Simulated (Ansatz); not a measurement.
TaAs:

```
Ta As
1.0
    -1.72181    1.72181    5.86794
     1.72181   -1.72181    5.86794
     1.72181    1.72181   -5.86794
Ta As
2 2
Direct
  0.49997 0.49997 0.00000
  0.24997 0.74997 0.50000
  0.08263 0.08263 0.00000
  0.83263 0.33263 0.50000
```

The cell is a database's computed one.

Base run:

* Program: Ansatz 0.2.0
* Functional: LDA
* Potentials or basis: Ansatz PAW
* Cutoff: 420 eV (not typed: the program's choice for these potentials)
* k mesh: 11 × 11 × 11
* Occupations: fermi-dirac, width 0.05 eV
* Spin: no spin polarisation
* Hubbard terms: Ta d U = 4 eV

Its results: band gap on the k mesh none (metal or under the smearing width); pressure -5.4 GPa; largest force 0.006 eV/Å.

The run is repeated on the same cell with these changes: hubbard terms from Ta d U = 4 eV to Ta d U = 1 eV. What comes out?

Band gap on the k mesh none (metal or under the smearing width); pressure -7.1 GPa; largest force 0.015 eV/Å.

Caveats: spin-orbit coupling is left out, which moves the levels of the heavy elements; U without spin polarisation on a metal has little footing; the PAW data sets come from PBE, with cores solved anew for the run's functional, which leaves a small shift of forces and pressure; the U is typed as a test and isn't derived for this compound.
